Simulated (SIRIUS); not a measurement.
**TaN in SIRIUS: convergence with density cutoff**

Crystal: TaN.

```
CELL_PARAMETERS angstrom
2.93800 0.00000 0.00000
-1.46900 2.54438 0.00000
0.00000 0.00000 2.88300
ATOMIC_POSITIONS crystal
Ta 0.00000 0.00000 0.50000
N 0.66667 0.33333 0.00000
```

* Program: SIRIUS 7.10.0
* Task: single point
* Functional: LDA
* Potentials or basis: GBRV 1.5 LDA (ultrasoft)
* Cutoff: 557 eV
* Density cutoff: 2667 eV
* k mesh: 10 × 10 × 9
* Occupations: gaussian, width 0.05 eV
* Spin: no spin polarisation

These are the settings of the first run; the series varies density cutoff, with any setting tied to it.

Hardware: 1 thread of Arm Neoverse V1, on a shared host.

| density cutoff | energy less the tightest run, at zero smearing (meV/atom) | SCF cycles | CPU time (s) | peak memory (GiB) |
| --- | --- | --- | --- | --- |
| 2666.7 eV | 0.12 | 15 | 22 | 0.24 |
| 3483.1 eV | 0.06 | 15 | 22 | 0.26 |
| 4408.2 eV | 0.05 | 15 | 23 | 0.29 |
| 5442.3 eV | 0.02 | 15 | 24 | 0.33 |
| 7197.4 eV | 0.00 | 15 | 25 | 0.39 |
| 9197.4 eV | 0.00 | 15 | 27 | 0.47 |
| 12245.1 eV | 0.00 | 15 | 30 | 0.64 |

Against the tightest run, the energy stays within 1 meV/atom from 2666.7 eV on. The tightest run that finished is the yardstick and may itself not be fully converged.

Spin-orbit coupling is left out, which matters for the levels of Ta.
